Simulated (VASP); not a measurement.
A run of VASP 6.6.1:

INCAR

```
ALGO = Fast
EDIFF = 1E-6
ENCUT = 520
GGA = PE
ISIF = 2
ISMEAR = 0
LASPH = T
LCHARG = F
LREAL = F
LWAVE = F
NBANDS = 15
NELM = 100
PREC = Accurate
SIGMA = 0.027000000000000003
```

The input KPOINTS:

```
k-points
0
Gamma
  11 11 6
```

The input POSCAR:

```
Os
1.0
    2.7341000000      0.0000000000      0.0000000000
   -1.3670500000      2.3678000565      0.0000000000
    0.0000000000      0.0000000000      4.3197000000
Os
2
Direct
    0.6666666667      0.3333333333      0.7500000000
    0.3333333333      0.6666666667      0.2500000000
```

Potentials or basis: VASP PAW PBE potentials, release 64 (Os).

Run with:

```sh
$ cat potpaw_PBE.64/Os/POTCAR > POTCAR
$ mpirun -np 1 vasp_std > vasp.out
```

Hardware: 1 thread of Intel(R) Xeon(R) Platinum 8375C CPU @ 2.90GHz (Ice Lake), on a shared host.

**Question.** Estimate the wall time of this run.

**Answer.** Wall time 16 s on 1 thread of Intel(R) Xeon(R) Platinum 8375C CPU @ 2.90GHz (Ice Lake), with other jobs on the host, peak memory 0.15 GiB. Counts: scf iterations 14, k points 64.
